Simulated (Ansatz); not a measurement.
# KF (Pm-3m) in Ansatz: reference runs

How does KF come out in PBE? The cell is run as given and disturbed.

Program: Ansatz 0.2.0. These are calculated values, not measurements. Logs are shortened: lines on timing, memory, paths and dates and some standing lists are left out, and cuts for length are marked.

## Step 1: Starting point

It takes space group Pm-3m (No. 221, cubic). The conventional cell has a = 3.259 Å, b = 3.259 Å, c = 3.259 Å, α = 90.00°, β = 90.00°, γ = 90.00°. Around K (site symmetry m-3m) lie 8 F at 2.82 Å. F (site symmetry m-3m) has 8 K at 2.82 Å as nearest neighbours.

The cell comes from a database or a generator and needn't be the stable form of this composition.

## Step 2: Single point, PBE

input.yaml reads:

```yaml
crystal:
  lattice:
    - [3.258955, 0.0, 0.0]
    - [0.0, 3.258955, 0.0]
    - [0.0, 0.0, 3.258955]
  atoms:
    - { symbol: K, position: [0.0, 0.0, 0.0] }
    - { symbol: F, position: [0.5, 0.5, 0.5] }
hamiltonian:
  xc: pbe
  pseudopotentials: { kind: paw }
kpoints:
  mp_grid: { grid: [8, 8, 8] }
scf:
  occupations: { method: fermi_dirac, width: 0.05 }
output:
  forces: true
  stress: true
  eigenvalues: true
```

Potentials or basis: Ansatz PAW.

Command:

```sh
$ ansatz run input.yaml --threads 1 --pin off --max-ram 2560MiB --backend cpu --events-out ev --progress --plain --runs-dir out
```

Output:

```text
Warning: RAYON_NUM_THREADS=1 ignored (pool sized by the plan → 1); use --threads N
Engine: ansatz 0.2.0, x86_64-unknown-linux-gnu
Pseudopotentials: kind: paw
Pseudopotential: K, paw, valence charge 9, recommended cutoff 420 eV (normal), K.paw.azcp
Pseudopotential: F, paw, valence charge 7, recommended cutoff 420 eV (normal), F.paw.azcp
Functional definition: PBE
  parameter kappa = 0.804
  parameter beta = 0.06672455060314922
  exchange = pbe_x(kappa = kappa, mu = beta*pi^2/3)
  correlation = pbe_c(beta = beta)
Crystal: 2 atoms, lattice volume = 34.613 Å³
Basis set: ecut = 420 eV, 691 PW (Γ), exchange–correlation on 48×48×48 points (8 copies of the dense FFT grid, shifted against one another)
Bands: 12, of which v1, the nominal top of the filled ones, is band 8 counted from 1 (7 counted from 0)
Symmetry: 48 space group operations
Space group: Pm-3m (ITA 221), of the structure as read, at distance tolerance 3.3e-5 Å
k-points: 35 of 512
Non-local potential: K, projectors of the file, l = 0: 3, l = 1: 2, l = 2: 2
Non-local potential: F, projectors of the file, l = 0: 2, l = 1: 2, l = 2: 1
PAW form: soft (Blöchl's): semilocal exchange-correlation on the pseudo side does not see the compensation charge
PAW one-centre angular grid: K, 110 points (default); XC on 64 Gauss nodes
PAW one-centre angular grid: F, 110 points (default); XC on 64 Gauss nodes
Initial density: superposition of atomic densities (neutral atoms: chi_scale 0, normalization atom), corrected by the library's trained network
Initial wavefunctions: pseudopotential atomic-orbital guess
Functional: x = pbe(κ = 0.804, μ = 0.2195149727645171), c = pbe(β = 0.06672455060314922)
SCF iter   1: F=—  HF=-2348.597592 eV  |F-HF|=—  |Δ(HF+E_count)|=         —  Δρ=6.58e-4  dr2=1.70e-4  ethr=1.77e-3  ⟨swp⟩=5.9  Hψ=2700  notcnv=0
preconditioner: auto → none  [insulator: Δε(μ)=6.241 eV  Ē_g=17.672 eV  σ=0.050 eV  W_gap=1.00  n_scr=6 (ndim 8)  ℏωp=23.6 eV  f_vac=0.000  D(μ)=0.00/eV (n_scr^D=0)  ε∞_Penn≈2.8]
SCF iter   2: F=—  HF=-2348.597223 eV  |F-HF|=—  |Δ(HF+E_count)|=   3.69e-4  Δρ=5.39e-4  dr2=1.17e-4  ethr=1.06e-6  ⟨swp⟩=2.1  Hψ=973  notcnv=0
SCF iter   3: F=—  HF=-2348.597280 eV  |F-HF|=—  |Δ(HF+E_count)|=   5.69e-5  Δρ=8.50e-4  dr2=1.43e-4  ethr=7.30e-7  ⟨swp⟩=2.0  Hψ=665  notcnv=0
SCF iter   4: F=—  HF=-2348.597242 eV  |F-HF|=—  |Δ(HF+E_count)|=   3.75e-5  Δρ=2.71e-4  dr2=2.62e-5  ethr=7.30e-7  ⟨swp⟩=2.0  Hψ=665  notcnv=0
SCF iter   5: F=—  HF=-2348.597091 eV  |F-HF|=—  |Δ(HF+E_count)|=   1.51e-4  Δρ=2.63e-5  dr2=2.73e-7  ethr=1.64e-7  ⟨swp⟩=2.3  Hψ=643  notcnv=0
SCF iter   6: F=-2348.597092 eV  HF=-2348.597092 eV  |F-HF|=1.47e-8  |Δ(HF+E_count)|=   4.18e-7  Δρ=3.74e-6  dr2=2.98e-9  ethr=6.25e-10  ⟨swp⟩=5.0  Hψ=1953  notcnv=0
SCF 1 converged in 6 iterations: F = -2348.597092 eV  dr2 = 2.98e-9
SCF converged after 6 iterations
Free energy (F): -2348.597092 eV
Harris-Foulkes:  -2348.597092 eV  (|F-HF|=1.47e-8)
Internal energy: -2348.597092 eV  (E = F + TS)
E sigma→0 (E₀):  -2348.597092 eV
Fermi energy:    5.900259 eV
--- Per-component energies (eV) ---
  E_band       = -113.691452
  E_kinetic    = 461.674253
  E_local      = -1021.482093  (includes V_loc(G=0)·N_el)
  E_nonlocal   = 85.861732
  E_hartree    = 361.872375
  E_xc         = -216.336071
  E_vxc        = -268.922519  (∫ρ·V_xc dr)
  E_paw        = -982.082514  (= ΣΔE_a)
  E_vpaw       = -94.570171  (= ΣTr[D̂ρ^β])
  E_aug_tail   = 0.002060  (compensation charges beyond the density's cutoff)
  E_ewald      = -1038.106835
  E_smearing   = -0.000000  (= −TS)
  E_closure    = -0.000000  (closes the sum)
  Σ components = -2348.597092   (vs F -2348.597092, Δ=0.00e0)
--- Forces (eV/Å), atoms counted from 1 ---
  atom   1  K     -0.00000000     0.00000000    -0.00000000
  atom   2  F      0.00000000    -0.00000000     0.00000000
  max |Σ_I F_I| component: 2.74e-29 eV/Å
--- Stress (GPa, compression-positive) ---
       -0.004357       0.000000       0.000000
        0.000000      -0.004357       0.000000
        0.000000       0.000000      -0.004357
  P = ⅓ Tr σ = -0.0044 GPa (-0.044 kbar)
--- Band table (eV; the first three rows and the last of 35) ---
  k-point 0: bands = ["-24.3398", "-16.2288", "-7.3715", "-7.3715", "-7.3715", "2.6161", "2.6161", "2.6161", "8.9403", "10.9670", "10.9670", "16.3006"]
  k-point 1: bands = ["-24.3218", "-16.2324", "-7.4778", "-7.3557", "-7.3557", "2.4142", "2.6008", "2.6008", "9.3529", "11.0858", "11.3138", "16.0602"]
  k-point 2: bands = ["-24.2780", "-16.2420", "-7.7228", "-7.3172", "-7.3172", "1.9800", "2.5626", "2.5626", "10.3687", "11.4014", "12.1946", "15.5603"]
  k-point 34: bands = ["-24.0150", "-16.0643", "-7.9451", "-7.9451", "-7.9451", "1.6363", "1.6363", "1.6363", "13.0801", "13.0801", "13.0801", "17.8138"]
```

It took 0.57 s on 1 thread of AMD EPYC 9R45 (Zen 5), shared host; peak memory 0.34 GiB.

Results:

* Free energy: -2348.5971 eV
* Pressure: 0.0 GPa
* Band gap on the k mesh: 6.27 eV, indirect (least direct gap 6.32 eV)

Caveat: the pressure holds a Pulay correction of +0.3 GPa for the finite cutoff.

## Step 3: Single point, PBE (atoms moved at random, drawn with an rms of 0.05 Å)

input.yaml: that of step 2 with these lines changed.

```diff
@@ -6,4 +6,4 @@
   atoms:
-    - { symbol: K, position: [0.0, 0.0, 0.0] }
-    - { symbol: F, position: [0.5, 0.5, 0.5] }
+    - { symbol: K, position: [-0.001144, 0.009114, -0.010387] }
+    - { symbol: F, position: [0.505222, 0.491897, 0.487275] }
 hamiltonian:
@@ -19 +19,5 @@
   eigenvalues: true
+  write_density: true
+  write_potential: true
+  elf: true
+  volumetric_format: npy
```

Potentials or basis: Ansatz PAW.

Command:

```sh
$ ansatz run input.yaml --threads 1 --pin off --max-ram 2560MiB --backend cpu --events-out ev --progress --plain --runs-dir out
```

Output:

```text
Warning: RAYON_NUM_THREADS=1 ignored (pool sized by the plan → 1); use --threads N
[... 9 set-up lines as earlier in the session ...]
Crystal: 2 atoms, lattice volume = 34.613 Å³
Basis set: ecut = 420 eV, 691 PW (Γ), exchange–correlation on 48×48×48 points (8 copies of the dense FFT grid, shifted against one another)
Bands: 12, of which v1, the nominal top of the filled ones, is band 8 counted from 1 (7 counted from 0)
[... 21 lines left out ...]
Free energy (F): -2348.595761 eV
Harris-Foulkes:  -2348.595761 eV  (|F-HF|=3.85e-8)
Internal energy: -2348.595761 eV  (E = F + TS)
E sigma→0 (E₀):  -2348.595761 eV
Fermi energy:    5.898633 eV
--- Per-component energies (eV) ---
  E_band       = -113.683824
  E_kinetic    = 461.691018
  E_local      = -1021.900134  (includes V_loc(G=0)·N_el)
  E_nonlocal   = 85.864145
  E_hartree    = 362.079631
  E_xc         = -216.340243
  E_vxc        = -268.928388  (∫ρ·V_xc dr)
  E_paw        = -982.084952  (= ΣΔE_a)
  E_vpaw       = -94.573044  (= ΣTr[D̂ρ^β])
  E_aug_tail   = 0.002060  (compensation charges beyond the density's cutoff)
  E_ewald      = -1037.907286
  E_smearing   = -0.000000  (= −TS)
  E_closure    = -0.000000  (closes the sum)
  Σ components = -2348.595761   (vs F -2348.595761, Δ=0.00e0)
--- Forces (eV/Å), atoms counted from 1 ---
  atom   1  K      0.01545730    -0.04115705    -0.00570236
  atom   2  F     -0.01547641     0.04119313     0.00569314
  max |Σ_I F_I| component: 3.61e-5 eV/Å
--- Stress (GPa, compression-positive) ---
        0.042597      -0.027339      -0.003759
       -0.027339       0.040637       0.010056
       -0.003759       0.010056       0.042922
  P = ⅓ Tr σ = 0.0421 GPa (0.421 kbar)
--- Band table (eV; the first three rows and the last of 260) ---
  k-point 0: bands = ["-24.3374", "-16.2305", "-7.3692", "-7.3691", "-7.3690", "2.6123", "2.6141", "2.6145", "8.9390", "10.9690", "10.9767", "16.3025"]
  k-point 1: bands = ["-24.3195", "-16.2341", "-7.4753", "-7.3534", "-7.3531", "2.4123", "2.5978", "2.5992", "9.3512", "11.0928", "11.3169", "16.0610"]
  k-point 2: bands = ["-24.2756", "-16.2440", "-7.7199", "-7.3151", "-7.3146", "1.9790", "2.5602", "2.5614", "10.3657", "11.4057", "12.1956", "15.5579"]
  k-point 259: bands = ["-24.0124", "-16.0664", "-7.9437", "-7.9432", "-7.9432", "1.6355", "1.6368", "1.6374", "13.0718", "13.0735", "13.0864", "17.8151"]
```

rho_z.tsv:

```text
# z_ang	rho[e/angstrom^3]
# format = ansatz-planar-average/11
# lattice	3.258955000	0.000000000	0.000000000
# lattice	0.000000000	3.258955000	0.000000000
# lattice	0.000000000	0.000000000	3.258955000
# sites	2
# site	19	-0.003728245	0.029702116	-0.033850766
# site	9	1.646495763	1.603070188	1.588007298
0.000000	6.641394e-1
0.135790	6.315730e-1
0.271580	5.555698e-1
0.407369	4.467917e-1
0.543159	3.325637e-1
0.678949	2.441173e-1
[... 16 lines left out ...]
2.987375	5.983255e-1
3.123165	6.532083e-1
```

Wall time 5 s (1 thread of AMD EPYC 9R45 (Zen 5), shared host); peak memory 0.47 GiB.

Results:

| Item | Value |
| --- | --- |
| Free energy | -2348.5958 eV |
| Pressure | 0.0 GPa |
| Largest force | 0.044 eV/Å |
| Band gap on the k mesh | 6.27 eV, indirect (least direct gap 6.32 eV) |

Forces in eV/Å, atoms in the order of the input:
```
K    0.015 -0.041 -0.006
F   -0.015  0.041  0.006
```

Levels at points of the mesh, in eV from the valence-band top:
```csv
k point,band 4,band 5,band 6,band 7,band 8,band 9,band 10,band 11,band 12
"(0.00, 0.00, 0.00)",-10.03,-10.03,-0.05,-0.05,-0.05,6.27,8.30,8.31,13.64
"(0.00, 0.00, -0.50)",-9.93,-9.92,-1.21,-0.16,-0.16,9.28,9.36,10.86,12.31
"(0.00, -0.50, 0.00)",-9.92,-9.92,-1.21,-0.16,-0.16,9.28,9.37,10.87,12.32
"(0.00, -0.50, -0.50)",-10.80,-9.84,-0.61,-0.61,0.00,8.48,8.99,11.80,11.81
"(-0.50, 0.00, 0.00)",-9.93,-9.92,-1.21,-0.16,-0.16,9.28,9.36,10.86,12.32
"(-0.50, 0.00, -0.50)",-10.80,-9.85,-0.61,-0.61,0.00,8.49,8.98,11.80,11.80
"(-0.50, -0.50, 0.00)",-10.80,-9.84,-0.61,-0.61,0.00,8.48,8.99,11.80,11.81
"(-0.50, -0.50, -0.50)",-10.61,-10.61,-1.03,-1.03,-1.03,10.41,10.41,10.42,15.15
```

Caveat: the pressure holds a Pulay correction of +0.3 GPa for the finite cutoff. A k mesh can miss the band edges.
